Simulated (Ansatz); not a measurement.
**Relaxing W**

The calculation used Ansatz, DFT PBE, scalar-relativistic, plane waves, PAW. Cutoff 420 eV, Γ-centred k mesh, Gaussian smearing, no spin polarisation in the final step.

W was placed on the beta-tin structure type (I4_1/amd, No. 141), at a guessed volume.

```
CELL_PARAMETERS angstrom
-2.46568 2.46568 1.34507
2.46568 -2.46568 1.34507
2.46568 2.46568 -1.34507
ATOMIC_POSITIONS crystal
W 0.00000 0.00000 0.00000
W 0.75000 0.25000 0.50000
```

Cell and atoms relax at zero pressure; the relaxation can't lower the symmetry of the start. After a coarse first stage the cell is made exact in the group found at 0.06 Å.

Energies count from the standard state of W at the same level.

Q: Describe the relaxed structure.

A: It keeps I4_1/amd (No. 141). The result has the beta-tin structure. Conventional cell: a = 5.120 Å, c = 2.688 Å. W has 6 W at 2.65–2.69 Å.

```
W
1.0
    -2.55983    2.55983    1.34378
     2.55983   -2.55983    1.34378
     2.55983    2.55983   -1.34378
W
2
Direct
  0.00000 0.00000 0.00000
  0.75000 0.25000 0.50000
```

Q: What are its volume, energy, density and gap?

A: The volume per atom is 17.61 Å³ and the density is 17.33 g/cm³. The energy over the standard structure is 1.13 eV/atom. The gap on the 18×18×18 mesh is 0 eV (a metal).

The final run used a 18×18×18 mesh on its 2-atom cell and 0.10 eV smearing. For metals, differences of a few meV/atom aren't resolved. Spin–orbit coupling is left out. A structure relaxed within its symmetry needn't be a true minimum.